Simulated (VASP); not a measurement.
**Ge: relaxation of cell and atoms with PBEsol**

The system is Ge.

```
CELL_PARAMETERS angstrom
-2.51590 2.51590 1.39940
2.51590 -2.51590 1.39940
2.51590 2.51590 -1.39940
ATOMIC_POSITIONS crystal
Ge 0.25000 0.75000 0.50000
Ge 0.50000 0.50000 0.00000
```

This isn't the form of Ge at room conditions, which is diamond.

```
Program                : VASP 6.6.1
Task                   : relaxation of cell and atoms
Functional             : PBEsol
Potentials or basis    : VASP PAW PBE potentials, release 64 (Ge_d)
Cutoff                 : 520 eV
k mesh                 : 2 × 2 × 2
Occupations            : gaussian, width 0.02 eV
Spin                   : no spin polarisation
Target pressure        : 9.8 GPa
Further INCAR settings : ALGO = Fast; EDIFF = 1e-07; IBRION = 2; EDIFFG = -0.002; NSW = 80; ISIF = 3
Target pressure        : 9.8 GPa
```

```json
{"Relaxed volume": "17.71 Å³/atom", "Relaxed cell": "a = 3.823 Å, b = 3.823 Å, c = 3.823 Å, α = 97.70°, β = 97.70°, γ = 137.06°", "Space group after relaxing (to 0.05 Å)": "I4_1/amd (No. 141)", "Energy change on relaxing (the enthalpy is what falls)": "+0.6 meV/atom", "Ionic steps": "5", "Pressure after relaxing": "9.8 GPa", "Band gap on the k mesh": "none (metal or under the smearing width)"}
```

Step by step:
```csv
step,energy change (eV),largest force (eV/Å),pressure (GPa),volume (Å³)
1,0.0000,0.0000,9.76,35.43
2,0.0013,0.0000,9.83,35.41
3,0.0012,0.0000,9.78,35.41
4,0.0012,0.0000,9.84,35.41
5,0.0012,0.0000,9.81,35.41
```

Final structure:
```
Ge
1.0
    -2.51540    2.51540    1.39919
     2.51540   -2.51540    1.39919
     2.51540    2.51540   -1.39919
Ge
2
Direct
  0.25000 0.75000 0.50000
  0.50000 0.50000 0.00000
```

Levels at points of the mesh, in eV from the Fermi level:
| k point | band 11 | band 12 | band 13 | band 14 | band 15 | band 16 | band 17 | band 18 |
| --- | --- | --- | --- | --- | --- | --- | --- | --- |
| (0.00, 0.00, 0.00) | -12.21 | -1.99 | -0.89 | -0.89 | 4.64 | 9.59 | 9.61 | 9.67 |
| (0.50, 0.00, 0.00) | -6.86 | -5.17 | -0.98 | -0.43 | -0.15 | 3.81 | 5.24 | 7.32 |
| (0.50, 0.50, 0.00) | -9.29 | -9.29 | 2.21 | 2.21 | 3.77 | 3.77 | 8.90 | 8.90 |
| (0.50, 0.50, 0.50) | -7.34 | -7.34 | -4.77 | -4.77 | 7.34 | 7.34 | 13.41 | 13.41 |

Wall time 13 s on 1 thread of AMD EPYC 7R13 Processor (Zen 3), on a shared host, peak memory 0.12 GiB.

Caveat: the k mesh is coarse (spacing up to 1.28 Å⁻¹), so the values aren't converged; the cell is relaxed towards a set pressure, so the enthalpy falls and the energy may rise; the PAW data sets were made with another functional, which shifts forces and pressure a little.
